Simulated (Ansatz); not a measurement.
La2O3, 5 atoms in the cell. The structure is hexagonal, space group P-62m (No. 189). Conventional cell: a = 6.267 Å, b = 6.267 Å, c = 3.300 Å, α = 90.00°, β = 90.00°, γ = 120.00°. Around La (site symmetry -6) lie 6 O at 2.45 Å. O (site symmetry m2m) has 4 La at 2.45 Å as nearest neighbours. The cell comes from a database or a generator and needn't be the stable form of this composition.

* Program: Ansatz 0.2.0
* Task: Born charges and dielectric tensor
* Functional: PBE
* Potentials or basis: Ansatz PAW
* Cutoff: 420 eV (not typed: the program's choice for these potentials)
* k mesh: 4 × 4 × 8
* Occupations: fixed
* Spin: no spin polarisation

Potentials or basis: Ansatz PAW.

Run with:

```console
$ ansatz run input.yaml --threads 2 --pin off --max-ram 5632MiB --backend cpu --events-out ev --progress --plain --runs-dir out
```

Hardware: 2 threads of Intel(R) Xeon(R) Processor @ 2.70GHz, on a shared host.

How long does it take, and how much memory?

It took 88 s on 2 threads of Intel(R) Xeon(R) Processor @ 2.70GHz, on a shared host, peak memory 0.9 GiB. Counts: scf iterations 13, plane waves 2207, k points 44, bands 25.
